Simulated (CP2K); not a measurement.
## Nb under changes of volume

One of the cells (18.428 Å³/atom); the others are scaled copies at fixed shape and fractional positions:

```
Nb
1.0
     2.88205    0.00000    0.00000
    -0.96068    2.71722    0.00000
    -0.96068   -1.35861    2.35318
Nb
1
Direct
  0.00000 0.00000 0.00000
```

| Property | Result |
| --- | --- |
| Program | CP2K 2026.2 |
| Functional | PBE |
| Potentials or basis | POTENTIAL_UZH Nb GTH-PBE-q13; TZVP-MOLOPT-PBE-GTH basis |
| Density cutoff | 6123 eV |
| k mesh | 11 × 11 × 11 |
| Occupations | fermi-dirac, width 0.05 eV |
| Spin | no spin polarisation |

| volume (Å³/atom) | energy over the lowest point (meV/atom) | pressure (GPa) |
| --- | --- | --- |
| 17.322 | 30.13 | 10.2 |
| 17.691 | ? | ? |
| 18.060 | 1.63 | 2.4 |
| 18.428 | 0.00 | -1.0 |
| 18.797 | 5.93 | -4.2 |
| 19.165 | 18.84 | -7.1 |
| 19.534 | 38.20 | -9.8 |

Q: What does the run at 17.691 Å³/atom give?

A: Energy over the lowest point 11.42 meV/atom; pressure 6.1 GPa.

Worked out: A Birch-Murnaghan fit of order 3 (a polynomial in V^(-2/3)) to the other rows has its minimum at 18.32 Å³/atom with B0 = V·E''(V) = 167 GPa and B' = 2.9. It gives 11.44 meV/atom at 17.691 Å³/atom, against the run's 11.42, and -dE/dV = 6.1 GPa, against 6.1.

Energies are extrapolated to zero smearing.

Caveats: the basis of atomic orbitals isn't converged, which shifts pressures, moduli and gaps.
